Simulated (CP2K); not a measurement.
WC:

```
CELL_PARAMETERS angstrom
3.25567 0.00000 0.00000
1.62784 2.81950 0.00000
1.62784 0.93983 2.65825
ATOMIC_POSITIONS crystal
W 0.00000 0.00000 0.00000
C 0.75000 0.75000 0.75000
```

The cell was built by a generator and needn't be a form met in nature.

Program: CP2K 2026.2. Alike in all runs: task single point; level PBE; no spin polarisation; cell as given; k mesh 10 × 10 × 10; smearing fermi-dirac 0.05 eV.

Task: Order these runs on this cell by their pressure, lowest first.
A. potentials or basis GTH_POTENTIALS W GTH-BLYP-q14, C GTH-BLYP-q4; DZVP-MOLOPT-SR-GTH basis
B. potentials or basis POTENTIAL_UZH W GTH-PBE0-q14, C GTH-PBE0-q4; DZVP-MOLOPT-SR-GTH basis
C. potentials or basis GTH_POTENTIALS W GTH-PADE-q14, C GTH-PADE-q4; DZVP-MOLOPT-SR-GTH basis
D. potentials or basis POTENTIAL_UZH W GTH-SCAN-q14, C GTH-SCAN-q4; DZVP-MOLOPT-SR-GTH basis

Result: C (-10.9 GPa), D (11.5 GPa), A (13.8 GPa), B (15.3 GPa).

Caveats: the basis of atomic orbitals isn't converged, which shifts pressures, moduli and gaps; the potentials were made for another functional, which shifts forces and pressure (some runs).
